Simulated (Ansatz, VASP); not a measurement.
One calculation of Fe3Ge, two programs

Contents of INCAR:

```
SYSTEM = Fe3Ge
PREC     = Accurate       ! precision mode
ENCUT    = 520            ! plane-wave cutoff, eV
EDIFF    = 1E-6           ! SCF threshold, eV
ISMEAR   = -1             ! smearing method
SIGMA    = 0.03           ! smearing width, eV
LREAL    = .False.        ! projectors in reciprocal space
LASPH    = .True.         ! aspherical terms in the spheres
NELM     = 60             ! most SCF steps
ALGO     = Normal         ! electronic algorithm
ISIF     = 2              ! what is computed and relaxed
LWAVE    = .False.        ! write WAVECAR
LCHARG   = .False.        ! write CHGCAR
GGA      = PS             ! functional
NBANDS   = 27             ! bands
```

The input KPOINTS:

```
Automatic mesh
0
Gamma
  9 9 9
  0 0 0
```

POSCAR

```
Fe3Ge
1.0
    3.5341743944      0.0000000000      0.0000000000
    0.0000000000      3.5341743944      0.0000000000
    0.0000000000      0.0000000000      3.5341743944
Fe Ge
3 1
Direct
    0.0000000000      0.5000000000      0.5000000000
    0.5000000000      0.5000000000      0.0000000000
    0.5000000000      0.0000000000      0.5000000000
    0.0000000000      0.0000000000      0.0000000000
```

Input for Ansatz:

```yaml
crystal:
  lattice:
    - [3.5341743944, 0.0, 0.0]
    - [0.0, 3.5341743944, 0.0]
    - [0.0, 0.0, 3.5341743944]
  atoms:
    - { symbol: Fe, position: [0.0, 0.5, 0.5] }
    - { symbol: Fe, position: [0.5, 0.5, 0.0] }
    - { symbol: Fe, position: [0.5, 0.0, 0.5] }
    - { symbol: Ge, position: [0.0, 0.0, 0.0] }
kpoints:
  mp_grid: { grid: [9, 9, 9] }
scf:
  occupations: { method: fermi_dirac, width: 0.03 }
  lower_state_search: "off"
hamiltonian:
  xc: pbesol
  pseudopotentials: { kind: paw }
output:
  forces: true
  stress: true
  eigenvalues: true
```

Change from the starting cell: volume scaled by 0.9, no spin polarisation, PAW files.

Alike in both runs: task single point; functional PBEsol; k mesh 9 × 9 × 9; occupations fermi-dirac, width 0.03 eV; no spin polarisation.

|  | VASP | Ansatz |
| --- | --- | --- |
| version | VASP 6.6.1 | Ansatz 0.2.0 |
| potentials or method | VASP PAW PBE potentials, release 64 (Fe, Ge_d) | PAW with Ansatz's default frozen-core files, scalar-relativistic |
| plane-wave cutoff (eV) | 520 | 420 |
| valence electrons in the cell | 38 | 62 |

VASP gave:

```
pressure (GPa) : -5.2
```

Which values does Ansatz return?

Pressure (GPa): -5.5.

The two sets of potentials don't hold the same shells in valence.

Caveats: the PAW data sets were made with another functional, which shifts forces and pressure a little (VASP). Spin polarisation is off, so any magnetic state and its effect on volume and gap are missing.
